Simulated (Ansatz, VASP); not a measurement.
# Al36N35 (V_N) in two plane-wave programs, part 3 of 3

One calculation is typed for both programs; each brings its own data sets. How far apart do they land? Of the first pair: The structure shown is the start of the Ansatz relaxation below; VASP solves that cell, so the two are compared at the walk's first step.

VASP 6.6.1 and Ansatz 0.2.0.

So far. Step 3 (VASP: single point, r2SCAN, start cell, pair 1): The run ends at a pressure of 0.29 GPa, with forces up to 2.0 eV/Å.

## Step 6: VASP: single point, r2SCAN, relaxed cell, pair 2

Level of this step: r2SCAN, spin-polarised from a ferromagnetic start; plane waves and PAW (Al, N) (VASP).

The same cell, functional and mesh now go to VASP, with its own data sets.

File INCAR:

```
SYSTEM = Al36N35
PREC = Accurate
ENCUT = 580
EDIFF = 1E-06
NELM = 200
ISMEAR = 0
SIGMA = 0.01
LREAL = Auto
ALGO = Normal
METAGGA = R2SCAN
LASPH = .TRUE.
NBANDS = 192
ISPIN = 2
MAGMOM = -0 -0 0 0 0 0 0 0 0 0.01 0 0 -0 0.02 0 0 0.02 0.02 -0 0 0 0 0 0 -0 0 0 0 0 0.03 0 -0 0 -0 0 0 0.02 0 0 0 0 -0 0 0 0 0 0 -0 0.02 0.04 0 -0 0 -0 0.02 0.03 0 0 0 0 0 0 0 -0 -0 0 0.03 0.02 0 0 0
LORBIT = 11
LWAVE = .FALSE.
LCHARG = .FALSE.
ISIF = 2
ISYM = 0
NUPDOWN = 1
GGA_COMPAT = .FALSE.
LMIXTAU = .TRUE.
NCORE = 2
```

File POSCAR:

```
Al36N35
1.0
    9.3195655372      0.0000000854      0.0000000000
   -4.6597828426      8.0709804647      0.0000000000
    0.0000000000      0.0000000000      9.9564777200
Al N
36 35
Direct
    0.2195405338      0.1085193800      0.2490456630
    0.1116401577      0.2233096411      0.4997102539
    0.2226746123      0.1127290487      0.7472253753
    0.1105297796      0.2219338935      0.9995547595
    0.2221718748      0.4434574060      0.2517114970
    0.1109364133      0.5560859336      0.5005026021
    0.2217870444      0.4449169362      0.7502585777
    0.1102569169      0.5549160684      0.0014691152
    0.2211048358      0.7768581296      0.2499859661
    0.1113371173      0.8890561543      0.5001548990
    0.2219080747      0.7779144255      0.7501836583
    0.1105993070      0.8886128768      0.9994851960
    0.5541713324      0.1086334196      0.2485525280
    0.4424478773      0.2235431934      0.4906525186
    0.5554906684      0.1128077607      0.7469873587
    0.4427320434      0.2201374320      0.9964549542
    0.5470656742      0.4326724634      0.2510397728
    0.4564885120      0.5609453570      0.5019603049
    0.5568531107      0.4470206043      0.7485408869
    0.4440253287      0.5545157837      0.0002601826
    0.5552943250      0.7771376503      0.2497415446
    0.4433353088      0.8890861517      0.4998113350
    0.5557361247      0.7791500443      0.7508009550
    0.4435700379      0.8885831989      0.9991647195
    0.8881507755      0.1112087535      0.2502961984
    0.7768542111      0.2242054807      0.5000197538
    0.8886412398      0.1119513723      0.7497675675
    0.7767129920      0.2218875480      0.9997046090
    0.8861280377      0.4436504275      0.2518041327
    0.7742585397      0.5645748031      0.5043910693
    0.8895601762      0.4451900081      0.7512444055
    0.7754314198      0.5543780687      0.0011368424
    0.8871426509      0.7770845952      0.2504993974
    0.7779499983      0.8899302037      0.5001045003
    0.8897796571      0.7797868053      0.7518962078
    0.7773035730      0.8892589434      0.0005339851
    0.2185115019      0.1088078350      0.4393525188
    0.1105199273      0.2214696597      0.1903824520
    0.2207968362      0.1107277185      0.9378659636
    0.1108860671      0.2229707763      0.6902097917
    0.2274774230      0.4469831294      0.4423839901
    0.1094616032      0.5536337141      0.1925554498
    0.2214844392      0.4445523467      0.9413919684
    0.1111241224      0.5556834407      0.6909095697
    0.2216344412      0.7778948418      0.4405717603
    0.1091041674      0.8863785296      0.1897565540
    0.2210946638      0.7770268697      0.9407103629
    0.1116422285      0.8894967242      0.6907704659
    0.5548678816      0.1112307656      0.4392893314
    0.4399068565      0.2140113304      0.1851248918
    0.5548195964      0.1107434629      0.9377123828
    0.4459192634      0.2262170267      0.6842516265
    0.4446156148      0.5531725545      0.1925665437
    0.5541094397      0.4433785401      0.9398323747
    0.4439284665      0.5566406390      0.6926216919
    0.5561326585      0.7817088079      0.4394031215
    0.4432626676      0.8865494215      0.1896112118
    0.5548301490      0.7774106674      0.9413961335
    0.4443297040      0.8895435500      0.6902447529
    0.8888443234      0.1139982410      0.4408771244
    0.7766394845      0.2215526703      0.1905169718
    0.8880857086      0.1113652522      0.9404933426
    0.7781778811      0.2233918150      0.6904162343
    0.8842626398      0.4476259376      0.4425272839
    0.7721179918      0.5522764888      0.1940814138
    0.8880238871      0.4446261096      0.9422754810
    0.7807149700      0.5576900145      0.6945840821
    0.8923587253      0.7834062876      0.4400686253
    0.7773722428      0.8888712215      0.1907827265
    0.8875889644      0.7774247670      0.9423239363
    0.7779974577      0.8896105393      0.6911177775
```

File KPOINTS:

```
Points of the shifted mesh
1
Reciprocal
 0.2500000000  0.2500000000  0.2500000000 1
```

PAW data sets: Al and N (PBE family, release 64).

The run is started by

```sh
> mpirun -np 8 vasp_std
```

Numbers of over 12 decimals in the logs are rounded to 6 here.

The log of the run:

```text
[banner, memory and clock lines left out]
running    8 mpi-ranks, on    1 nodes
[...]
[... a notice as in an earlier step ...]

 LDA part: xc-table for (None), standard interpolation
 POSCAR, INCAR and KPOINTS ok, starting setup
[...]
entering main loop
       N       E                     dE             d eps       ncg     rms          rms(c)
DAV:   1     0.114444321958E+04    0.11444E+04   -0.14482E+05   768   0.151E+03
DAV:   2    -0.680495388701E+03   -0.18249E+04   -0.17493E+04   952   0.300E+02
DAV:   3    -0.827282226351E+03   -0.14679E+03   -0.14557E+03   928   0.920E+01
DAV:   4    -0.829700786850E+03   -0.24186E+01   -0.24079E+01   920   0.123E+01
[...]
DAV:  23    -0.677367101203E+03   -0.67297E-05   -0.51341E-06   744   0.743E-03    0.693E-03
DAV:  24    -0.677367103604E+03   -0.24014E-05   -0.15906E-06   536   0.385E-03    0.677E-03
DAV:  25    -0.677367103486E+03    0.11799E-06   -0.59764E-07   456   0.296E-03
   1 F= -.67736710E+03 E0= -.67736710E+03  d E =-.338089E-38  mag=     1.0000
```

OUTCAR, selected parts (step 6):

```text
  FREE ENERGIE OF THE ION-ELECTRON SYSTEM (eV)
  ---------------------------------------------------
  free  energy   TOTEN  =      -677.3671034862 eV

  energy  without entropy=     -677.3671034862  energy(sigma->0) =     -677.36710349

 magnetization (x)
# of ion       s       p       d       tot
------------------------------------------
    1       -0.000  -0.001   0.000  -0.001
    2       -0.000  -0.000   0.000  -0.000
    3        0.000   0.000   0.000   0.000
    4       -0.000   0.000   0.000   0.000
    5       -0.000  -0.000   0.000  -0.000
    6        0.000   0.000   0.000   0.000
    7        0.001   0.002   0.000   0.003
    8        0.000   0.000   0.000   0.000
    9        0.000   0.000   0.000   0.000
   10        0.006   0.005   0.000   0.011
   11        0.000   0.000   0.000   0.000
   12        0.000   0.000   0.000   0.000
   13       -0.000  -0.000   0.000  -0.001
[...]
--------------------------------------------------
tot          0.126   0.253   0.000   0.379
```

The run ends at a pressure of -0.41 GPa, with forces up to 0.018 eV/Å.

## Step 7: Comparison

What differs besides the data sets and the points named for the pairs above, as far as they apply: site moments are counted in spheres of each program's own size. Total energies have different zeros and are not compared.

Both answers:

```
                             quantity  Ansatz  VASP  difference
total moment, fixed by the input (μB)    1.00  1.00        0.00
                  moment on Al30 (μB)    0.03  0.06       -0.03
```

At this near-relaxed geometry the largest component of a force difference is 14 meV/Å.

## Step 8: Results

| Item | Value |
| --- | --- |
| r.m.s. force difference (single point, r2SCAN, start cell, pair 1) | 0.88 % of the r.m.s. force |
| difference in moment on Al30 (single point, r2SCAN, relaxed cell, pair 2) | -0.031 μB |

**Reading.** The r.m.s. force difference is 0.88 % of the r.m.s. force (single point, r2SCAN, start cell, pair 1), within the 3 % picked in this series as the mark of a large difference. Such differences can come from data sets, numerical settings and the points named under the comparisons, not from the functional's error against experiment.

[Lines on the potential files, build, host, timing and source positions are cut from VASP's logs without a mark.]

[Logs are printed without paths, hosts, clocks, repeated set-up lines and the standing remarks that a program may print on its own settings, such as how far it seeks lower states.]

[Hosts, paths, dates, database ids (printed as entryN), source tags and the programs' standing remarks are cut or masked in the printed files.]
